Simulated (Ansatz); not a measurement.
## Kick test of a cell of Y

The cell was reached from a generator's guess, though it ends in a space group that the Crystallography Open Database lists for this formula.

All numbers below come from DFT PBE, scalar-relativistic, plane waves, PAW in Ansatz 0.2.0. Plane waves to 420 eV, a k mesh through Γ of 18×18×18 on the computed 1-atom cell and Gaussian smearing (0.10 eV); no spin polarisation.

The cell below (1 atom, space group Fm-3m (No. 225)) is relaxed within its symmetry.

```
Y
1.0
     0.00000    2.53109    2.53109
     2.53109    0.00000    2.53109
     2.53109    2.53109    0.00000
Y
1
Cartesian
  0.0000 0.0000 0.0000
```

For the test a repeat of it with 8 atoms (edges 7.16, 7.16, 7.16 Å) was strained at random (σ = 1.5 % a component), the atoms were moved at random (σ = 0.05 Å), and all was relaxed again on a coarse 4×4×4 mesh (in the run’s order of axes) with 0.20 eV smearing, with no symmetry imposed.

Problem. Is the structure stable against such a distortion?

Solution. It returns, within 1 meV/atom of the unmoved cell on that mesh and with the same symmetry when read at 0.1 Å (I4/mmm at 0.01 Å, so small strains and shifts remain). So it is stable against the distortions that fit this cell and that this random move excites. Modes that don't fit the cell aren't tested.
